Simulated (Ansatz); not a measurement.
**AlNi: stress in a strained cell**

AlNi is deformed so: zz strain of -1 %. What stress and forces result, by LAPW, PAW and all-electron datasets made for the crystal?

Computed with Ansatz 0.2.0 (DFT PBE, scalar-relativistic, unless a step's input says otherwise).

### 1 The structure to begin with

Symmetry: Pm-3m, No. 221, cubic system. Conventional cell: a = 2.881 Å, b = 2.881 Å, c = 2.881 Å, α = 90.00°, β = 90.00°, γ = 90.00°. Al (site symmetry m-3m) has 8 Ni at 2.50 Å as nearest neighbours. Around Ni (site symmetry m-3m) lie 8 Al at 2.50 Å.

Structure file:

```
Al Ni
1.0
     2.88100    0.00000    0.00000
     0.00000    2.88100    0.00000
     0.00000    0.00000    2.88100
Al Ni
1 1
Direct
  0.00000 0.00000 0.00000
  0.50000 0.50000 0.50000
```

Atoms are numbered in the order of the input: Al1, Ni2.

### 2 The deformed structure

Space group Pm-3m before, P4/mmm after.

### 3 LAPW, all electrons

input.yaml

```yaml
crystal:
  lattice:
    - [2.881, 0.0, 0.0]
    - [0.0, 2.881, 0.0]
    - [0.0, 0.0, 2.85219]
  atoms:
    - { symbol: Al, position: [0.0, 0.0, 0.0] }
    - { symbol: Ni, position: [0.5, 0.5, 0.5], spin: 1.5 }
magnetization:
  spin_polarized: true
kpoints:
  mp_grid: { grid: [13, 13, 13] }
  band_path:
    path:
      - [0.0, 0.0, 0.0]
      - [0.0, 0.5, 0.0]
      - [0.5, 0.5, 0.0]
      - [0.0, 0.0, 0.0]
      - [0.0, 0.0, 0.5]
      - [0.0, 0.5, 0.5]
      - [0.5, 0.5, 0.5]
      - [0.0, 0.0, 0.5]
      - [0.0, 0.5, 0.0]
    npoints: 5
scf:
  occupations: { method: fermi_dirac, width: 0.05 }
hamiltonian:
  xc: pbe
  pseudopotentials: { kind: all_electron, lapw: { basis_error: 0.0005 } }
output:
  forces: true
  stress: true
  eigenvalues: true
```

Started as:

```sh
ansatz run input.yaml --threads 1 --pin off --max-ram 3072MiB --backend cpu --events-out ev --progress --plain --runs-dir out
```

### 4 Frozen-core PAW

input.yaml

```yaml
crystal:
  lattice:
    - [2.881, 0.0, 0.0]
    - [0.0, 2.881, 0.0]
    - [0.0, 0.0, 2.85219]
  atoms:
    - { symbol: Al, position: [0.0, 0.0, 0.0] }
    - { symbol: Ni, position: [0.5, 0.5, 0.5], spin: 1.5 }
magnetization:
  spin_polarized: true
kpoints:
  mp_grid: { grid: [13, 13, 13] }
scf:
  occupations: { method: fermi_dirac, width: 0.05 }
hamiltonian:
  xc: pbe
  pseudopotentials: { kind: paw }
output:
  forces: true
  stress: true
  eigenvalues: true
  efg: { contact_densities: true }
```

### 5 Datasets made for this crystal

input.yaml, as its differences from that of step 4:

```diff
@@ -16,3 +16,3 @@
   xc: pbe
-  pseudopotentials: { kind: paw }
+  pseudopotentials: { kind: all_electron, datasets: crystal }
 output:
```

(Steps that only read results are left out.)

**Question.** What will these runs give? Wanted: pressure; largest shear or deviatoric stress.

As calculated:

| quantity | value |
| --- | --- |
| pressure | LAPW 3.65, PAW 3.70, crystal datasets 3.65 GPa |
| largest shear or deviatoric stress (LAPW) | 0.74 GPa |

The largest part of the stress beyond the pressure is 0.74 GPa in size, in the zz component; the atoms are carried along and not relaxed. No run of the undeformed cell stands beside it, so the pressure holds what the given cell had before the change. PAW: stress within 0.05 GPa of LAPW. Crystal datasets: stress within 0.01 GPa of LAPW.
